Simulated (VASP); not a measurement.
# NaI (R3m) in VASP: a series of runs

The runs below take NaI through single point, with PBE, HSE06.

Program: VASP 6.6.1. These are calculated values, not measurements. Logs are shortened: lines on timing, memory, paths and dates and some standing lists are left out, and cuts for length are marked.

### Step 1. The cell of the first run

It takes space group R3m (No. 160, trigonal). Conventional cell: a = 5.011 Å, b = 5.011 Å, c = 12.966 Å, α = 90.00°, β = 90.00°, γ = 120.00°. Na (site symmetry 3m) is surrounded by 4 I at 3.12 to 3.15 Å. I (site symmetry 3m) has 4 Na at 3.12 to 3.15 Å as nearest neighbours.

The cell was built by a generator and needn't be a form met in nature.

### Step 2. Single point, PBE (shear_111 strain +5.6%)

The input, INCAR:

```
SYSTEM = NaI
ALGO = Normal ; EDIFF = 1E-7
ENCUT = 520 ; GGA = PE
ISIF = 2 ; ISMEAR = -1
LASPH = .TRUE. ; LCHARG = .FALSE.
LREAL = .FALSE. ; LWAVE = .FALSE.
NBANDS = 14 ; NELM = 100
PREC = Accurate ; SIGMA = 0.02
```

The input, KPOINTS:

```
k-points
0
G
  6 6 6
  0 0 0
```

The input, POSCAR:

```
NaI
1.0
    0.1332240072      3.6764156882      3.6764156882
    3.6764156882      0.1332240072      3.6764156882
    3.6764156882      3.6764156882      0.1332240072
Na I
1 1
Direct
    0.0035156203      0.0035156203      0.0035156203
    0.2464843797      0.2464843797      0.2464843797
```

Potentials or basis: VASP PAW PBE potentials, release 64 (Na_pv, I).

On the command line:

```sh
$ cat potpaw_PBE.64/Na_pv/POTCAR potpaw_PBE.64/I/POTCAR > POTCAR
$ mpirun -np 1 vasp_std > vasp.out
```

OUTCAR:

```text
SYSTEM = NaI
   EDIFF = 1E-7
   ENCUT = 520
   GGA = PE
   ISIF = 2
   ISMEAR = -1
   LASPH = .TRUE.
   LREAL = .FALSE.
   NELM = 100
   PREC = Accurate

 ion  position               nearest neighbor table
   1  0.004  0.004  0.004-   2 3.12   2 3.12   2 3.12   2 3.15
   2  0.246  0.246  0.246-   1 3.12   1 3.12   1 3.12   1 3.15

  LATTYP: Found a trigonal (rhomboedric) cell.
 ALAT       =     5.2009434972
 COS(alpha) =     0.5358856208

  Lattice vectors:

 A1 = (   0.1332240072,   3.6764156882,   3.6764156882)
 A2 = (   3.6764156882,   0.1332240072,   3.6764156882)
 A3 = (   3.6764156882,   3.6764156882,   0.1332240072)

Analysis of symmetry for initial positions (statically):
=====================================================================
 Subroutine PRICEL returns:
 Original cell was already a primitive cell.

 Routine SETGRP: Setting up the symmetry group for a
 trigonal (rhombohedral) supercell.

 Subroutine GETGRP returns: Found  6 space group operations
 (whereof  6 operations were pure point group operations)
 out of a pool of 12 trial point group operations.

The static configuration has the point symmetry C_3v.

Analysis of symmetry for dynamics (positions and initial velocities):
=====================================================================
 Subroutine PRICEL returns:
 Original cell was already a primitive cell.

 Routine SETGRP: Setting up the symmetry group for a
 trigonal (rhombohedral) supercell.

 Subroutine GETGRP returns: Found  6 space group operations
 (whereof  6 operations were pure point group operations)
 out of a pool of 12 trial point group operations.

The dynamic configuration has the point symmetry C_3v.

 Subroutine INISYM returns: Found  6 space group operations
 (whereof  6 operations are pure point group operations),
 and found     1 'primitive' translations

----------------------------------------------------------------------------------------

                                     Primitive cell

  volume of cell :      93.9815

  direct lattice vectors                    reciprocal lattice vectors
     0.133224007  3.676415688  3.676415688    -0.143627043  0.138604371  0.138604371
     3.676415688  0.133224007  3.676415688     0.138604371 -0.143627043  0.138604371
     3.676415688  3.676415688  0.133224007     0.138604371  0.138604371 -0.143627043

  length of vectors
     5.200943497  5.200943497  5.200943497     0.243004261  0.243004261  0.243004261

  position of ions in fractional coordinates (direct lattice)
     0.003515620  0.003515620  0.003515620
     0.246484380  0.246484380  0.246484380

  ion indices of the primitive-cell ions
   primitive index   ion index
                 1           1
                 2           2

----------------------------------------------------------------------------------------

 KPOINTS: k-points

Automatic generation of k-mesh.
 Grid dimensions read from file:
 generate k-points for:    6    6    6

 Generating k-lattice:

  Cartesian coordinates                     Fractional coordinates (reciprocal lattice)
    -0.023937841  0.023100729  0.023100729     0.166666667  0.000000000  0.000000000
     0.023100729 -0.023937841  0.023100729     0.000000000  0.166666667  0.000000000
     0.023100729  0.023100729 -0.023937841     0.000000000  0.000000000  0.166666667

  Length of vectors
     0.040500710  0.040500710  0.040500710

  Shift w.r.t. Gamma in fractional coordinates (k-lattice)
     0.000000000  0.000000000  0.000000000

 Subroutine IBZKPT returns following result:
 ===========================================

 Found     32 irreducible k-points:

 Following reciprocal coordinates:
            Coordinates               Weight
  0.000000  0.000000  0.000000      1.000000
  0.166667  0.000000 -0.000000      6.000000
  0.333333 -0.000000 -0.000000      6.000000
  0.500000  0.000000 -0.000000      3.000000
  0.166667  0.166667 -0.000000      6.000000
  0.333333  0.166667 -0.000000     12.000000
[... 16 lines left out ...]
  0.500000  0.500000  0.166667      6.000000
 -0.333333  0.500000  0.166667     12.000000
 [... further k-points ...]
   k-points           NKPTS =     32   k-points in BZ     NKDIM =     32   number of bands    NBANDS=     14
   number of dos      NEDOS =    301   number of ions     NIONS =      2
   total plane-waves  NPLWV =  64000
   dimension x,y,z NGX =    40 NGY =   40 NGZ =   40
   dimension x,y,z NGXF=    80 NGYF=   80 NGZF=   80
   ions per type =               1   1
   NGX,Y,Z   is equivalent  to a cutoff of  12.79, 12.79, 12.79 a.u.
   NGXF,Y,Z  is equivalent  to a cutoff of  25.57, 25.57, 25.57 a.u.
 SYSTEM =  NaI
   PREC   = accura    normal or accurate (medium, high low for compatibility)
   ISTART =      0    job   : 0-new  1-cont  2-samecut
   ICHARG =      2    charge: 1-file 2-atom 10-const
   ISPIN  =      1    spin polarized calculation?
   LNONCOLLINEAR =      F non collinear calculations
   LSORBIT =      F    spin-orbit coupling
   LASPH  =      T    aspherical Exc in radial PAW
   ENCUT  =  520.0 eV  38.22 Ry    6.18 a.u.   9.67  9.67  9.67*2*pi/ulx,y,z
   NELM   =    100;   NELMIN=  2; NELMDL= -5     # of ELM steps
   EDIFF  = 0.1E-06   stopping-criterion for ELM
   LREAL  =      F    real-space projection
   EDIFFG = 0.1E-05   stopping-criterion for IOM
   NSW    =      0    number of steps for IOM
   IBRION =     -1    ionic relax: 0-MD 1-quasi-New 2-CG
   NFREE  =      0    steps in history (QN), initial steepest desc. (CG)
   ISIF   =      2    stress and relaxation
   ISYM   =      2    0-nonsym 1-usesym 2-fastsym
   POTIM  = 0.5000    time-step for ionic-motion
   TEBEG  =    0.0;   TEEND  =   0.0 temperature during run
   PSTRESS=    0.0 pullay stress
   NELECT =      14.0000    total number of electrons
   NUPDOWN=      -1.0000    fix difference up-down
   EMIN   =  10.00;   EMAX   =-10.00  energy-range for DOS
   EFERMI =   0.00;   METHOD = LEGACY
   ISMEAR =    -1;   SIGMA  =   0.02  broadening in eV -4-tet -1-fermi 0-gaus
   EFERMI_NEDOS =   21; number of points for ismear=-14 and -15
   IALGO  =     38    algorithm
   IMIX   =      4    mixing-type and parameters
     AMIX     =   0.40;   BMIX     =  1.00
     AMIX_MAG =   1.60;   BMIX_MAG =  1.00
  volume/ion in A,a.u.               =      46.99       317.11
  Fermi-wavevector in a.u.,A,eV,Ry     =   0.867834  1.639969 10.247039  0.753136
  Thomas-Fermi vector in A             =   1.986425
   LORBIT       =      0    0 simple, 1 ext, 2 COOP (PROOUT), +10 PAW based schemes
   GGA     = PE    functional components
   LHFCALC =     F    Hartree Fock is set to
   AEXX    =    0.0000 exact exchange contribution
   IVDW    =     0    specifies the selected vdW correction
   LEPSILON=     F    determine dielectric tensor
   LRPA    =     F    only Hartree local field effects (RPA)
 non-spin polarized calculation
  energy-cutoff  :      520.00
  volume of cell :       93.98
 maximum number of plane-waves:      2549
   NGX = 19   NGY = 19   NGZ = 19

 number of electron      14.0000002 magnetization

 Free energy of the ion-electron system (eV)
  ---------------------------------------------------
  ext. energy  EPLUGINS =         0.00000000
  ---------------------------------------------------
  free energy    TOTEN  =        -5.28828580 eV

  energy without entropy =       -5.28828580  energy(sigma->0) =       -5.28828580

 E-fermi :  -0.8025     XC(G=0):  -6.2698

 val. band max:       -1.3027834456   @ k =   0.0000   0.0000   0.0000
 cond. band min:       2.3611591305   @ k =   0.0000   0.0000   0.0000
 fundamental gap:      3.6639425760
 Fermi energy:        -0.8025120419

 k-point     1 :       0.0000    0.0000    0.0000
  band No.  band energies     occupation
      1     -23.5638      2.00000
      2     -23.5638      2.00000
      3     -23.5601      2.00000
      4     -11.7196      2.00000
      5      -1.4490      2.00000
      6      -1.3028      2.00000
      7      -1.3028      2.00000
      8       2.3612      0.00000
      9       6.1628      0.00000
     10       6.6040      0.00000
     11       6.6040      0.00000
     12       8.2190      0.00000
     13       8.2190      0.00000
     14       9.3618      0.00000

 k-point     2 :       0.1667    0.0000   -0.0000
  band No.  band energies     occupation
      1     -23.5643      2.00000
      2     -23.5639      2.00000
      3     -23.5602      2.00000
      4     -11.6916      2.00000
      5      -1.6819      2.00000
      6      -1.4578      2.00000
      7      -1.3431      2.00000
      8       2.9111      0.00000
      9       6.1380      0.00000
     10       6.3875      0.00000
     11       6.7440      0.00000
     12       7.7225      0.00000
     13       7.8825      0.00000
     14       9.2289      0.00000

 k-point     3 :       0.3333   -0.0000   -0.0000
  band No.  band energies     occupation
      1     -23.5652      2.00000
      2     -23.5641      2.00000
      3     -23.5603      2.00000
      4     -11.6343      2.00000
      5      -2.2320      2.00000
      6      -1.5139      2.00000
      7      -1.4204      2.00000
      8       3.7231      0.00000
      9       5.9670      0.00000
     10       6.2514      0.00000
     11       6.5135      0.00000
     12       8.1914      0.00000
     13       8.5939      0.00000
     14       8.6610      0.00000
[... 324 lines left out ...]
 k-point    23 :       0.5000    0.5000    0.1667
  band No.  band energies     occupation
      1     -23.5652      2.00000
      2     -23.5643      2.00000
      3     -23.5611      2.00000
      4     -11.5889      2.00000
      5      -2.2916      2.00000
      6      -1.8574      2.00000
      7      -1.5901      2.00000
      8       4.1981      0.00000
      9       5.0676      0.00000
     10       6.6378      0.00000
     11       7.9554      0.00000
     12       8.1521      0.00000
     13       9.7155      0.00000
     14       9.8445      0.00000

 k-point    24 :      -0.3333    0.5000    0.1667
  band No.  band energies     occupation
      1     -23.5655      2.00000
      2     -23.5645      2.00000
      3     -23.5609      2.00000
      4     -11.5752      2.00000
      5      -2.2515      2.00000
      6      -1.9049      2.00000
      7      -1.7378      2.00000
      8       4.3739      0.00000
      9       5.3137      0.00000
     10       6.5565      0.00000
     11       6.9629      0.00000
     12       8.9866      0.00000
     13       9.8219      0.00000
     14       9.8918      0.00000

 [... further k-points ...]

------------------------ aborting loop because EDIFF is reached ----------------------------------------

  FORCE on cell =-STRESS in cart. coord.  units (eV):
  Direction    XX          YY          ZZ          XY          YZ          ZX
  --------------------------------------------------------------------------------------
  -------------------------------------------------------------------------------------
  Total       -0.1391071     -0.1391071     -0.1391071     -0.0821820     -0.0821820     -0.0821820
  in kB       -2.3714696     -2.3714696     -2.3714696     -1.4010217     -1.4010217     -1.4010217
  external PRESSURE =      -2.3714696 kB  Pullay stress =       0.0000000 kB

 VOLUME and BASIS-vectors are now :
 -----------------------------------------------------------------------------
  energy-cutoff  :      520.00
  volume of cell :       93.98
      direct lattice vectors                 reciprocal lattice vectors
     0.133224007  3.676415688  3.676415688    -0.143627043  0.138604371  0.138604371
     3.676415688  0.133224007  3.676415688     0.138604371 -0.143627043  0.138604371
     3.676415688  3.676415688  0.133224007     0.138604371  0.138604371 -0.143627043

 POSITION                                       TOTAL-FORCE (eV/Angst)
 -----------------------------------------------------------------------------------
      0.02632      0.02632      0.02632         0.001401      0.001401      0.001401
      1.84520      1.84520      1.84520        -0.001401     -0.001401     -0.001401
 -----------------------------------------------------------------------------------
    total drift:                                0.000305      0.000305      0.000305

  FREE ENERGIE OF THE ION-ELECTRON SYSTEM (eV)
  ---------------------------------------------------
  free  energy   TOTEN  =        -5.2882857985 eV

  energy  without entropy=       -5.2882857985  energy(sigma->0) =       -5.28828580
```

Run time: 36 s. Hardware: 1 thread of Intel Xeon Platinum 8488C (Sapphire Rapids), shared host; peak memory 0.25 GiB.

What came out:

```
Free energy            : -5.2883 eV
Pressure               : -0.2 GPa
Band gap on the k mesh : 3.66 eV, direct
```

Forces on the atoms (eV/Å):
```
Na   0.001  0.001  0.001
I   -0.001 -0.001 -0.001
```

Stress tensor (GPa, compression positive):
```
-0.24 -0.14 -0.14
-0.14 -0.24 -0.14
-0.14 -0.14 -0.24
```

Caveat: spin-orbit coupling is left out, which moves the levels of the heavy elements.

[end of part 1 of 2]
